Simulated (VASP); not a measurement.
Crystal: HfO2.

```
Hf O
1.0
     0.00000    2.50939    2.50939
     2.50939    0.00000    2.50939
     2.50939    2.50939    0.00000
Hf O
1 2
Direct
  0.00000 0.00000 0.00000
  0.75000 0.75000 0.75000
  0.25000 0.25000 0.25000
```

Measurements of this composition are mostly on another form, of space group No. 14.

Program: VASP 6.6.1. Alike in all runs: task band structure; potentials or basis VASP PAW PBE potentials, release 64 (Hf_pv, O); no spin polarisation; cell as given; k mesh 8 × 8 × 8; cutoff (eV) 520; smearing gaussian 0.02 eV.

**Question.** Order these runs on this cell by their band gap on the k mesh, lowest first.
A. level PBEsol
B. level r2SCAN
C. level TB-mBJ

**Answer.** A (3.75 eV), B (4.39 eV), C (5.84 eV).

Caveats: spin-orbit coupling is left out, which moves the levels of the heavy elements.

